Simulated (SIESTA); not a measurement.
BAs under changes of volume

One of the cells (13.626 Å³/atom); the others are scaled copies at fixed shape and fractional positions:

```
CELL_PARAMETERS angstrom
0.00000 2.38850 2.38850
2.38850 0.00000 2.38850
2.38850 2.38850 0.00000
ATOMIC_POSITIONS crystal
As 0.75000 0.75000 0.75000
B 0.00000 0.00000 0.00000
```

- Program: SIESTA 5.4.2
- Functional: PBE
- Potentials or basis: PseudoDojo 0.4 standard (PBE files)
- Basis: SZ (energy shift 0.003 Ry)
- Grid cutoff: 500 Ry
- Energy shift: 0.003 Ry
- k mesh: 10 × 10 × 10
- Occupations: fermi-dirac, width 0.05 eV
- Spin: no spin polarisation

| volume (Å³/atom) | energy over the lowest point (meV/atom) | pressure (GPa) | gap on the mesh (eV) |
| --- | --- | --- | --- |
| 12.809 | ? | ? | ? |
| 13.081 | 96.25 | 19.8 | 2.95 |
| 13.354 | 65.75 | 16.1 | 2.92 |
| 13.626 | 41.45 | 12.5 | 2.89 |
| 13.899 | 22.93 | 9.4 | 2.87 |
| 14.171 | 9.17 | 6.8 | 2.84 |
| 14.444 | 0.00 | 4.0 | 2.82 |

Q: What does the run at 12.809 Å³/atom give?

A: Energy over the lowest point 133.49 meV/atom; pressure 24.1 GPa; gap on the mesh 2.98 eV.

Worked out: A Birch-Murnaghan fit of order 3 (a polynomial in V^(-2/3)) to the other rows has no minimum within the range. It gives 133.69 meV/atom at 12.809 Å³/atom, against the run's 133.49, and -dE/dV = 24.3 GPa, against 24.1. A straight line through the other rows of the gap, of slope -1.31 eV per unit of ln V, extrapolates to 2.98 eV, against the run's 2.98.

Energies are extrapolated to zero smearing.

Caveats: the basis has no polarisation orbitals; the basis of atomic orbitals isn't converged, which shifts pressures, moduli and gaps.

A mesh can miss the band edges. Spin-orbit coupling on As is left out.
